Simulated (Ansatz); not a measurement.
Ionic part of the dielectric constant of CdS, mode by mode

Method: DFT PBE, scalar-relativistic, plane waves, PAW (Ansatz). Cutoff 420 eV, 6×6×6 k-points (Γ-centred), fixed occupations. No spin polarisation. Phonons by linear response, acoustic sum rule imposed.

Space group I-43m (No. 217), cubic, a = 8.085 Å. Cd is surrounded by 1 S at 2.47 Å and 3 S at 2.62 Å; around S lie 1 Cd at 2.47 Å and 3 Cd at 2.62 Å.

It was reached by relaxing an invented guess, and it needn't be the stable form of this composition. The run warned that its linear response isn't converged on this k mesh, so dielectric tensors, Born charges and infrared intensities are rough, and the frequencies may be too.

The primitive cell has V = 264.22 Å³ and ε∞,xx = 4.846. Each polar mode adds Δε = (4.92064×10⁷/V)·S/ν² along x, with S its oscillator strength in e²/amu, ν in cm⁻¹ and V in Å³.

Problem. From these modes, find each Δε and ε0,xx.
```csv
ν (cm⁻¹),S_xx (e²/amu)
133.76,0.02885
208.06,0.3865
303.10,0.3237
```

Solution.
| ν (cm⁻¹) | Δε |
| --- | --- |
| 133.76 | 0.30 |
| 208.06 | 1.66 |
| 303.10 | 0.66 |

The sum is 2.62, so ε0,xx = 7.47; the run's tensor has 7.47.

Problem. Where do the longitudinal modes lie for a wave vector along x?

Solution. At 136.09, 233.83, 329.02 cm⁻¹. The Lyddane–Sachs–Teller product Π(ν_LO/ν_TO)² = 1.54 agrees with ε0/ε∞ = 1.54.
